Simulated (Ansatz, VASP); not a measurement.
# Two plane-wave programs on FeGe

```
CELL_PARAMETERS angstrom
4.68900 0.00000 0.00000
0.00000 4.68900 0.00000
0.00000 0.00000 4.68900
ATOMIC_POSITIONS crystal
Fe 0.13500 0.13500 0.13500
Fe 0.36500 0.86500 0.63500
Fe 0.63500 0.36500 0.86500
Fe 0.86500 0.63500 0.36500
Ge 0.84200 0.84200 0.84200
Ge 0.65800 0.15800 0.34200
Ge 0.34200 0.65800 0.15800
Ge 0.15800 0.34200 0.65800
```

Alike in both runs: task relaxation of cell and atoms; functional PBE; k mesh 4 × 4 × 4; occupations gaussian, width 0.05 eV; collinear spin.

```csv
,VASP,Ansatz
version,VASP 6.6.1,Ansatz 0.2.0
potentials or method,"VASP PAW PBE potentials, release 64 (Fe, Ge_d)","scalar-relativistic, plane waves, PAW"
plane-wave cutoff (eV),600,420
valence electrons in the cell,88,120
```

```csv
,VASP,Ansatz,Ansatz less VASP
"gap on the k mesh at the Fermi level, each at its own relaxed structure (eV)",none,none,-
net moment per atom (μB),0.52,0.52,-0.005
size of the moment on the site where the two differ most (μB),0.08,0.05,-0.027
relaxed volume (Å³/atom),12.69,12.66,-0.036
relaxed cell length with the largest relative difference (Å),4.665,4.661,-0.0044
energy change over the relaxation (meV/atom),-1,-2,-0.4
```

Site moments also hang on the region over which each program counts them. A gap of «none» marks a metal or a gap that the smearing closes. The two sets of potentials don't hold the same shells in valence.
